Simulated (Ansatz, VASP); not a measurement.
Mn: VASP beside Ansatz

```xyz
2
Lattice="0.0000 2.4743 2.4743 2.4743 0.0000 2.4743 2.4743 2.4743 0.0000" Properties=species:S:1:pos:R:3 pbc="T T T"
Mn    0.6186    0.6186    0.6186
Mn    4.3301    4.3301    4.3301
```

Alike in both runs: task single point; functional BLYP; k mesh 12 × 12 × 12; occupations fermi-dirac, width 0.1 eV; no spin polarisation.

|  | VASP | Ansatz |
| --- | --- | --- |
| version | VASP 6.6.1 | Ansatz 0.2.0 |
| potentials or method | VASP PAW PBE potentials, release 64 (Mn_pv) | plane waves (420 eV) with PAW, scalar-relativistic |
| plane-wave cutoff (eV) | 520 | 420 |
| valence electrons in the cell | 26 | 30 |

Ansatz gave:

```
pressure (GPa) : 5.8
```

Question: Which values does VASP return?

Answer: Pressure (GPa): 6.5.

The two sets of potentials don't hold the same shells in valence.

Caveats: the PAW data sets were made with another functional, which shifts forces and pressure a little (VASP); the run has no spin polarisation, though such a crystal can be magnetic. Spin polarisation is off, so any magnetic state and its effect on volume and gap are missing.
